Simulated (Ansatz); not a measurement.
Al:

```xyz
2
Lattice="2.8125 0.0000 0.0000 -1.4062 2.4357 0.0000 0.0000 0.0000 4.8669" Properties=species:S:1:pos:R:3 pbc="T T T"
Al    0.0000    1.6238    1.2167
Al    1.4062    0.8119    3.6501
```

This isn't the form of Al at room conditions, which is fcc.

Base run:

```yaml
Program: Ansatz 0.2.0
Functional: PBEsol
Potentials_or_basis: all-electron LAPW, scalar-relativistic
Cutoff: 138 eV (chosen from the basis error)
Basis_error_allowed: 0.001 eV/atom
k_mesh: 11 × 11 × 6
Occupations: fermi-dirac, width 0.05 eV
Spin: no spin polarisation
```

Its results: pressure -1.3 GPa.

Question: The run is repeated on the same cell with these changes: functional from PBEsol to PBE. What comes out?

Answer: Pressure 0.2 GPa.

PBE binds less tightly than PBEsol, so the same cell stands under more pressure.
